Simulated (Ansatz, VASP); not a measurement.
## Pt: VASP beside Ansatz

```xyz
1
Lattice="-1.3912 1.3912 1.3912 1.3912 -1.3912 1.3912 1.3912 1.3912 -1.3912" Properties=species:S:1:pos:R:3 pbc="T T T"
Pt    0.0000    0.0000    0.0000
```

Change from the starting cell: volume scaled by 0.68, PAW files.

Alike in both runs: task single point; functional PBE; k mesh 17 × 17 × 17; occupations fermi-dirac, width 0.08 eV; no spin polarisation.

|  | VASP | Ansatz |
| --- | --- | --- |
| version | VASP 6.6.1 | Ansatz 0.2.0 |
| potentials or method | VASP PAW PBE potentials, release 64 (Pt) | PAW with Ansatz's default frozen-core files, scalar-relativistic |
| plane-wave cutoff (eV) | 520 | 420 |
| valence electrons in the cell | 10 | 18 |

```csv
,VASP,Ansatz,Ansatz less VASP
pressure (GPa),252.3,251.0,-1.29
```

The functional is the same, so the differences come from potentials, cutoffs and numerics. The two sets of potentials don't hold the same shells in valence.

Caveats: the cell as given lies far from equilibrium; so large a pressure means that the cell lies far from this level's equilibrium, or that cutoff or potentials fall short (VASP). Spin-orbit coupling is left out, which matters for the levels of Pt.
